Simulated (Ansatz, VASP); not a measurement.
Two plane-wave programs on BAs

```
B As
1.0
     0.00000    2.29619    2.29619
     2.29619    0.00000    2.29619
     2.29619    2.29619    0.00000
B As
1 1
Direct
  0.00000 0.00000 0.00000
  0.25000 0.25000 0.25000
```

Change from the starting cell: hydrostatic strain -4.0%.

Alike in both runs: task single point; functional r2SCAN; k mesh 10 × 10 × 10; no spin polarisation.

```csv
,VASP,Ansatz
version,VASP 6.6.1,Ansatz 0.2.0
potentials or method,"VASP PAW PBE potentials, release 64 (B, As)","plane waves, PAW"
plane-wave cutoff (eV),520,500
occupations,"gaussian, width 0.01 eV",fixed
valence electrons in the cell,8,18
```

```tsv
	VASP	Ansatz	Ansatz less VASP
gap on the k mesh at the Fermi level (eV)	1.24	1.24	+0.006
pressure (GPa)	22.7	22.1	-0.66
```

The two sets of potentials don't hold the same shells in valence.

Caveats: so large a pressure means that the cell lies far from this level's equilibrium, or that cutoff or potentials fall short (VASP); the potentials were made for another functional, which shifts forces and pressure (VASP). A k mesh can miss the band edges.
